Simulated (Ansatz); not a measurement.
Runs of Ansatz 0.2.0 on CuI (Marshite). Symmetry: F-43m, No. 216, cubic system. The conventional cell has a = 6.063 Å, b = 6.063 Å, c = 6.063 Å, α = 90.00°, β = 90.00°, γ = 90.00°. I (site symmetry -43m) has 4 Cu at 2.63 Å as nearest neighbours. Cu (site symmetry -43m) is surrounded by 4 I at 2.63 Å. 

| task | level | k mesh | cutoff (eV) | smearing | gap on the mesh (eV) | pressure (GPa) |
| --- | --- | --- | --- | --- | --- | --- |
| elastic constants | PBEsol | 6 × 6 × 6 | 305 | fermi-dirac 0.05 eV | 1.01 | (a) |
| single point | PBE | 8 × 8 × 8 | 283 | gaussian 0.028 eV | 1.12 | 0.3 |
| single point | PBE | 8 × 8 × 8 | 283 | gaussian 0.011 eV | 1.12 | 0.3 |
| band structure | LDA | 8 × 8 × 8 | 283 | fermi-dirac 0.05 eV | 0.94 | -4.4 |
| single point | PBE | 8 × 8 × 8 | 283 | gaussian 0.026 eV | 1.12 | 0.3 |

Alike in all rows: potentials or basis all-electron LAPW, scalar-relativistic; no spin polarisation; cell as given; basis error allowed 0.001 eV/atom.

Problem. Estimate the missing entries.

Solution. (a) -2.6.

Caveats: spin-orbit coupling is left out, which moves the levels of the heavy elements.

A k mesh can miss the band edges, and the runs leave out spin-orbit coupling on I.
